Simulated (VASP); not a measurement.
Write the native input for VASP 6.6.1 that does the following.

```
Task                   : single point
Functional             : PBE
Potentials or basis    : VASP PAW PBE potentials, release 64 (Cd, S)
Cutoff                 : 520 eV
k mesh                 : 6 × 6 × 4
Occupations            : fermi-dirac, width 0.02 eV
Spin                   : no spin polarisation
Dipole correction      : no
Further INCAR settings : ALGO = Normal; EDIFF = 1e-06; NBANDS = 26
```

The structure of CdS (Greenockite) lies in POSCAR:

```
CdS
1.0
    4.1969590536      0.0000000000      0.0000000000
   -2.0984795268      3.6346731591      0.0000000000
    0.0000000000      0.0000000000      6.8279107376
Cd S
2 2
Direct
    0.3333333333      0.6666666667     -0.0008015501
    0.6666666667      0.3333333333      0.4991984499
    0.3333333333      0.6666666667      0.3758015501
    0.6666666667      0.3333333333      0.8758015501
```

One way to write it, as run:

INCAR

```
SYSTEM = CdS
PREC     = Accurate       ! precision mode
ENCUT    = 520            ! plane-wave cutoff, eV
EDIFF    = 1E-6           ! SCF threshold, eV
ISMEAR   = -1             ! smearing method
SIGMA    = 0.02           ! smearing width, eV
LREAL    = .False.        ! projectors in reciprocal space
LASPH    = .True.         ! aspherical terms in the spheres
NELM     = 100            ! most SCF steps
ALGO     = Normal         ! electronic algorithm
ISIF     = 2              ! what is computed and relaxed
LWAVE    = .False.        ! write WAVECAR
LCHARG   = .True.         ! write CHGCAR
GGA      = PE             ! functional
LELF     = .True.         ! ELF
LVHAR    = .True.       
NBANDS   = 26             ! bands
```

KPOINTS

```
Automatic mesh
0
Gamma
  6 6 4
  0 0 0
```

Potentials or basis: VASP PAW PBE potentials, release 64 (Cd, S).

Command:

```console
$ cat potpaw_PBE.64/Cd/POTCAR potpaw_PBE.64/S/POTCAR > POTCAR
$ mpirun -np 1 vasp_std > vasp.out
```

It gave:

```yaml
Pressure: 0.3 GPa
Band_gap_on_the_k_mesh: 1.11 eV, direct
```

Run time: 27 s on 1 thread of Intel(R) Xeon(R) 6975P-C (Granite Rapids), with other jobs on the host, peak memory 0.24 GiB.
